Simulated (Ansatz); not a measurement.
**NiSb (rocksalt structure)**

The computed numbers are results of PBE, scalar-relativistic (collinear spin) in the plane-wave PAW code Ansatz at 420 eV, 12×12×12 k-mesh, Gaussian smearing of 0.05 eV; PAW files: Ansatz's generated set soft_2.

```yaml
crystal:
  lattice:
    - [0.00000, 2.63374, 2.63374]
    - [2.63374, 0.00000, 2.63374]
    - [2.63374, 2.63374, 0.00000]
  atoms:
    - { symbol: Ni, position: [0.50000, 0.50000, 0.50000] }
    - { symbol: Sb, position: [0.00000, 0.00000, 0.00000] }
```

The start was a prototype's sites filled with these elements. The Crystallography Open Database lists the compound in space group P63/mmc, so this is a trial structure.

Magnetic state: non-magnetic, site spin moments none.

The cell above was scaled in volume, its shape and atoms being fixed by the lattice's symmetry. Energies are counted from the cell above.

Cell and atoms are those of this level's equilibrium.

```tsv
V (Å³/atom)	ΔE (meV/atom)	P (GPa)
17.26	20.0	6.7
17.54	10.3	4.7
17.90	2.5	2.2
18.27	0.0	0.0
18.63	2.2	-2.0
19.00	8.7	-3.7
19.55	25.3	-6.0
20.10	49.1	-7.8
```

(1) What do the points give for the equilibrium volume, the bulk modulus and its pressure derivative (third-order Birch–Murnaghan)?

Answer:

(1) V0 = 18.27 Å³/atom, B0 = 104 GPa, B0′ = 4.8.

B0·V0 = 103.7 GPa × 18.27 Å³ = 11.83 eV/atom sets the scale: near the minimum ΔE ≈ ½ B0 V0 x², with x = V/V0 − 1, and a pressure of 1.0 GPa squeezes the volume by about 1 %. At the ends of the curve: x = −5.5 % predicts 18.0 meV/atom and the run gives 20.0; x = +10.0 % predicts 59.0 meV/atom and the run gives 49.1. Compression costs more and expansion less than the parabola says, since the crystal stiffens as it shrinks; B0′ measures that.

These numbers lack spin–orbit coupling. The run is a metal.
